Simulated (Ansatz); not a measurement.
# SrCl2 (fluorite) under strain

SrCl2 built on the fluorite prototype, relaxed with r2SCAN in Ansatz. Space group Fm-3m (No. 225), cubic; conventional cell a = 6.995 Å, 28.53 Å³ an atom. Sr has 8 Cl at 3.03 Å; Cl has 4 Sr at 3.03 Å.

The axes x, y and z are those of this cell:
```xyz
3
Lattice="0.0000 3.4977 3.4977 3.4977 0.0000 3.4977 3.4977 3.4977 0.0000" Properties=species:S:1:pos:R:3 pbc="T T T"
Sr    0.0000    0.0000    0.0000
Cl    1.7489    1.7489    1.7489
Cl    5.2466    5.2466    5.2466
```

Unstrained: With PBE the valence top lies at X and the conduction bottom at Γ, 5.312 eV higher; the smallest vertical gap, at X, is 5.512 eV. The r2SCAN gap is indirect, 5.937 eV (X to Γ), below the direct gap of 5.994 eV at X. HSE06 gives an indirect gap of 6.591 eV, from X to Γ; the least direct gap is 6.829 eV at X. Meshes: PBE 6×6×6, r2SCAN 6×6×6, HSE06 4×4×4. Strains are changes of length per length. After each strain the atoms were relaxed again with r2SCAN in this cell and within any symmetry left, so distortions that break it or need a larger cell weren't tested; points keep the names that they have in the unstrained zone. No spin polarisation and no zero-point or thermal motion.

Changes of the least gap in eV (an overlap counts as a negative gap):
```json
{"strain": "uniaxial +2.0 % along [111]", "volume change (%)": "+2.0", "space group": "R-3m", "PBE": "-0.077", "r2SCAN": "-0.074", "HSE06": "-0.079", "energy rise, r2SCAN (meV/atom)": "1.8"}
{"strain": "epitaxial -2.0 % in the xy plane, free normal strain +1.04 %", "volume change (%)": "-3.0", "space group": "I4/mmm", "PBE": "+0.009", "r2SCAN": "-0.041", "HSE06": "+0.012", "energy rise, r2SCAN (meV/atom)": "6.1"}
{"strain": "uniaxial +1.0 % along z", "volume change (%)": "+1.0", "space group": "I4/mmm", "PBE": "-0.062", "r2SCAN": "-0.062", "HSE06": "-0.064", "energy rise, r2SCAN (meV/atom)": "0.7"}
{"strain": "epitaxial -2.5 % in the xy plane, free normal strain +1.41 %", "volume change (%)": "-3.6", "space group": "I4/mmm", "PBE": "-0.019", "r2SCAN": "-0.075", "HSE06": "-0.013", "energy rise, r2SCAN (meV/atom)": "9.6"}
{"strain": "epitaxial -1.0 % in the plane normal to [111], free normal strain +1.24 %", "volume change (%)": "-0.8", "space group": "R-3m", "PBE": "+0.030", "r2SCAN": "+0.030", "HSE06": "+0.031", "energy rise, r2SCAN (meV/atom)": "0.8"}
```

Uniaxial +2.0 % along [111], other directions held. HSE06: the gap goes from 6.591 to 6.512 eV (-0.079 eV). Stress change with r2SCAN, compression positive: xx -0.70, yy -0.70, zz -0.70, xy -0.12, xz -0.12, yz -0.12 GPa.

Epitaxial -2.0 % in the xy plane, free normal strain +1.04 %. r2SCAN: the gap goes from 5.937 to 5.896 eV (-0.041 eV); it turns from indirect (X → Γ) to direct (X). HSE06: the gap goes from 6.591 to 6.603 eV (+0.012 eV). Stress change with r2SCAN, compression positive: xx +1.79, yy +1.79, zz +0.07 GPa.

Uniaxial +1.0 % along z, other directions held. HSE06: the gap goes from 6.591 to 6.527 eV (-0.064 eV). Stress change with r2SCAN, compression positive: xx -0.19, yy -0.19, zz -0.72 GPa.

Epitaxial -2.5 % in the xy plane, free normal strain +1.41 %. r2SCAN: the gap goes from 5.937 to 5.862 eV (-0.075 eV); it turns from indirect (X → Γ) to direct (X). HSE06: the gap goes from 6.591 to 6.578 eV (-0.013 eV). Stress change with r2SCAN, compression positive: xx +2.25, yy +2.25, zz +0.02 GPa.

Epitaxial -1.0 % in the plane normal to [111], free normal strain +1.24 %. HSE06: the gap goes from 6.591 to 6.622 eV (+0.031 eV). Stress change with r2SCAN, compression positive: xx +0.30, yy +0.30, zz +0.30, xy -0.14, xz -0.14, yz -0.14 GPa.

Spin-orbit coupling is left out.

The meshes of the hybrids are coarse, so their gaps aren't converged to the digits shown.
